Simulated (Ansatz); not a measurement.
A plane-wave DFT run in Ansatz 0.2.0 (scalar-relativistic PAW potentials unless the input names others): input and command.

```yaml
crystal:
  lattice:
    - [3.14118, 0.0, 0.0]
    - [0.0, 3.14118, 0.0]
    - [0.0, 0.0, 2.84202]
  atoms:
    - { symbol: Al, position: [0.0, 0.0, 0.0] }
    - { symbol: Ru, position: [0.5, 0.5, 0.5] }
basis:
  ecutwfc: 420
kpoints:
  mp_grid: { grid: [16, 16, 16] }
hamiltonian:
  xc: pbesol
  dispersion: d4
scf:
  occupations: { method: gaussian, width: 0.15 }
output:
  forces: true
  eigenvalues: true
  stress: true
```

```bash
ansatz run input.yaml --threads 1 --pin off --max-ram 2560MiB --backend cpu --events-out ev --progress --plain --runs-dir out
```

Abridged log:
```
Pseudopotentials: kind: paw
Pseudopotential: Al, paw, valence charge 3, recommended cutoff 420 eV (normal)
Pseudopotential: Ru, paw, valence charge 16, recommended cutoff 420 eV (normal)
Functional definition: PBEsol
Crystal: 2 atoms, lattice volume = 28.042 Å³
Basis set: ecut = 420 eV, 553 PW (Γ), exchange–correlation on 48×48×40 points (8 copies of the dense FFT grid, shifted against one another)
Bands: 14, of which v1, the nominal top of the filled ones, is band 10 counted from 1 (9 counted from 0)
Symmetry: 16 space group operations
Space group: P4/mmm (ITA 123), of the structure as read, at distance tolerance 3.0e-5 Å
k-points: 405 of 4096
Initial density: superposition of atomic densities (neutral atoms: chi_scale 0, normalization atom), corrected by the library's trained network
Initial wavefunctions: pseudopotential atomic-orbital guess
Functional: x = pbesol(κ = 0.804, μ = 0.12345679), c = pbesol(β = 0.046)
SCF iter   1: F=—  HF=-6342.687280 eV  |F-HF|=—  |Δ(HF+E_count)|=         —  Δρ=8.99e-3  dr2=2.56e-2  ethr=1.77e-3  ⟨swp⟩=5.0  Hψ=28570  notcnv=0
SCF iter   2: F=—  HF=-6342.683818 eV  |F-HF|=—  |Δ(HF+E_count)|=   3.46e-3  Δρ=5.01e-3  dr2=8.99e-3  ethr=1.35e-4  ⟨swp⟩=1.1  Hψ=8954  notcnv=0
SCF iter   3: F=—  HF=-6342.681925 eV  |F-HF|=—  |Δ(HF+E_count)|=   1.89e-3  Δρ=5.03e-4  dr2=6.77e-5  ethr=4.73e-5  ⟨swp⟩=2.4  Hψ=8065  notcnv=0
SCF iter   4: F=—  HF=-6342.681929 eV  |F-HF|=—  |Δ(HF+E_count)|=   4.65e-6  Δρ=1.06e-4  dr2=2.26e-6  ethr=3.56e-7  ⟨swp⟩=2.0  Hψ=8579  notcnv=0
SCF iter   5: F=-6342.681929 eV  HF=-6342.681929 eV  |F-HF|=1.33e-8  |Δ(HF+E_count)|=   3.98e-8  Δρ=1.16e-5  dr2=2.58e-8  ethr=1.19e-8  ⟨swp⟩=2.3  Hψ=9328  notcnv=0
SCF iter   6: F=-6342.681929 eV  HF=-6342.681929 eV  |F-HF|=1.14e-9  |Δ(HF+E_count)|=   1.63e-9  Δρ=2.79e-6  dr2=1.47e-9  ethr=1.36e-10  ⟨swp⟩=2.4  Hψ=20336  notcnv=0
the search or the solves at the SCF's close seem to have found levels that the self-consistency loop had missed (the run counts 1). By its estimate they hold under 1e-12 electrons; where the run keeps them, the occupations were computed again with them
SCF 1 converged in 6 iterations: F = -6342.681929 eV  dr2 = 1.47e-9
SCF converged after 6 iterations
Free energy (F): -6342.681929 eV
Harris-Foulkes:  -6342.681929 eV  (|F-HF|=1.14e-9)
Internal energy: -6342.663447 eV  (E = F + TS)
E sigma→0 (E₀):  -6342.672688 eV
Entropy (-TS):   -0.018483 eV (-9.241 meV/atom)
Fermi energy:    15.199785 eV
  E_disp       = -0.526892  (pairwise vdW)
--- Forces (eV/Å), atoms counted from 1 ---
  atom   1  Al     0.00000000     0.00000000     0.00000000
  atom   2  Ru     0.00000000     0.00000000     0.00000000
--- Stress (GPa, compression-positive) ---
      -19.142369       0.000000       0.000000
        0.000000     -19.142369       0.000000
        0.000000       0.000000      -2.206581
  P = ⅓ Tr σ = -13.4971 GPa (-134.971 kbar)
```

Apart from outputs and empty bands, the input differs from a reference run on usual settings in hamiltonian.dispersion: not typed → "d4". The reference, at the same geometry (not necessarily relaxed), gave pressure -10.71 GPa, largest force 0.000 eV/Å, no gap on the mesh. This run converged in 6 SCF iterations (reference: 6) with an energy at zero smearing 263 meV/atom below the reference's (the Hamiltonian itself differs), pressure -13.50 GPa, largest force 0.000 eV/Å, no gap on the mesh.

It took 9.3 s on 1 thread of Intel(R) Xeon(R) Processor @ 2.70GHz, on a shared host, peak memory 0.44 GiB.